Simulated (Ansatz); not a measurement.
BaSnO$_{3}$ (cubic perovskite)

```
CELL_PARAMETERS angstrom
      4.13132     0.00000     0.00000
      0.00000     4.13132     0.00000
      0.00000     0.00000     4.13132
ATOMIC_POSITIONS crystal
  Ba 0.00000 0.00000 0.00000
  Sn 0.50000 0.50000 0.50000
  O  0.00000 0.50000 0.50000
  O  0.50000 0.50000 0.00000
  O  0.50000 0.00000 0.50000
```

In this cell atom 5 (O, nearest neighbour Sn at 2.066 Å; its periodic images, 4.1 Å or more away, move with it) is moved by s along Cartesian x, unit vector (1.000, 0.000, 0.000); all other atoms and the cell stay fixed.

Calculation: r2SCAN (plane waves to 500 eV, PAW, scalar-relativistic; Ansatz, an electronic-structure program). k mesh 7×7×7 (Γ-centred), Fermi-Dirac smearing 0.05 eV. Energies are smeared free energies. F∥ is the force on the atom along that direction. BaSnO3 was relaxed with its symmetry unable to fall. The zero of ΔE is the undisplaced structure.

```csv
s (Å),ΔE (meV/cell),F∥ (eV/Å)
-0.410,324,1.735
-0.328,?,1.302
-0.246,109,0.924
-0.164,47,?
-0.082,12,0.286
0.000,0,0.000
0.082,12,-0.286
0.164,47,?
0.246,109,-0.924
0.328,?,-1.302
0.410,324,-1.735
```

Question: Fill in the missing entries.

Answer: 
- -0.328, ΔE (meV/cell): 200
- -0.164, F∥ (eV/Å): 0.589
- 0.164, F∥ (eV/Å): -0.589
- 0.328, ΔE (meV/cell): 200

(A displaced cell: forces are minus the slopes of the energy, force constants its curvatures, and phonons follow from these.)
